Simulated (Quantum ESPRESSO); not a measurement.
TaN:

```
Ta N
1.0
     0.00000    2.21132    2.21132
     2.21132    0.00000    2.21132
     2.21132    2.21132    0.00000
Ta N
1 1
Direct
  0.50000 0.50000 0.50000
  0.00000 0.00000 0.00000
```

The cell comes from a database or a generator and needn't be the stable form of this composition.

- Program: Quantum ESPRESSO 7.5
- Task: phonons
- Functional: PBEsol
- Potentials or basis: PseudoDojo 0.4.1 SR PBE standard
- Cutoff: 1143 eV
- Density cutoff: 4572 eV
- k mesh: 7 × 7 × 7
- Occupations: cold, width 0.272 eV
- Spin: collinear spin, ferromagnetic start
- Starting moments: [0.5, 0.0] μB
- Mixing beta: 0.3
- Most SCF iterations: 120
- SCF threshold: 4e-10 Ry

At Γ the optical frequencies are 300 300 300 cm⁻¹, at a pressure of -10.2 GPa.

Problem. How do the modes respond when the cell is scaled evenly, at fixed shape?

Solution. The highest mode has a Grüneisen parameter of 4.54 and moves by +4.4 cm⁻¹ per GPa. None of the listed modes softens on compression. The pressures give a bulk modulus of about 309 GPa.

Frequencies at 99 % and 101 % of the volume (pressures -7.0 and -13.2 GPa), ions relaxed:
| mode | 99 % (cm⁻¹) | 101 % (cm⁻¹) | Grüneisen parameter |
| --- | --- | --- | --- |
| 4 | 313.1 | 285.9 | 4.54 |
| 5 | 313.1 | 285.9 | 4.54 |
| 6 | 313.1 | 285.9 | 4.54 |

Modes are matched by their order; those that don't vary smoothly over the three volumes are left out.

Caveat: the k mesh is coarse; the mesh is thin for the phonons of a metal; the potentials were made for another functional, which shifts forces and pressure; the cell is more than 3 GPa from zero pressure, which shifts response properties.
